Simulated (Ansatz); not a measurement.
# KBr: the cost of one run

Computed with Ansatz 0.2.0 (DFT r2SCAN, scalar-relativistic, plane waves, PAW, unless a step's input says otherwise).

The COD entry's cell or inner coordinates are ideal or old and differ from later refinements, so a difference from it is no clean test against experiment.

**1. The starting structure**

It takes space group Fm-3m (No. 225, cubic). Conventional cell: a = 6.585 Å, b = 6.585 Å, c = 6.585 Å, α = 90.00°, β = 90.00°, γ = 90.00°. K (site symmetry m-3m) is surrounded by 6 Br at 3.29 Å. Br (site symmetry m-3m) is surrounded by 6 K at 3.29 Å.

As a file:

```
CELL_PARAMETERS angstrom
0.00000 3.29250 3.29250
3.29250 0.00000 3.29250
3.29250 3.29250 0.00000
ATOMIC_POSITIONS crystal
K 0.00000 0.00000 0.00000
Br 0.50000 0.50000 0.50000
```

No relaxation comes first: the listed cell is the starting point.

**2. Zero of energy**

The reference gives a free energy of -4339.3128 eV, pressure 0.18 GPa, largest force 0.000 eV/Å and gap on the mesh 5.10 eV. It was computed beforehand with the settings of the runs below.

**3. The scan: shifting one sublattice**

Every Br atom is moved by x along the Cartesian unit vector (0.000, -0.707, -0.707); the cell and all other atoms stay fixed. Forces below are components along that vector, summed over the moved atoms.

**4. x = -0.500 Å**

Input file input.yaml:

```yaml
crystal:
  lattice:
    - [0.0, 3.2925, 3.2925]
    - [3.2925, 0.0, 3.2925]
    - [3.2925, 3.2925, 0.0]
  atoms:
    - { symbol: K, position: [0.0, 0.0, 0.0] }
    - { symbol: Br, position: [0.6073814398, 0.5, 0.5] }
basis:
  ecutwfc: 500
kpoints:
  mp_grid: { grid: [6, 6, 6] }
hamiltonian:
  xc: r2scan
scf:
  occupations: { method: gaussian, width: 0.05 }
output:
  forces: true
  stress: true
  eigenvalues: true
```

Command:

```bash
$ ansatz run input.yaml --threads 1 --pin off --max-ram 2560MiB --backend cpu --events-out ev --progress --plain --runs-dir out
```

**Question.** How long does this run take on 1 thread of Arm Neoverse V1, shared host, and how much memory does it need?

About 11 s, with a peak of 0.54 GiB.
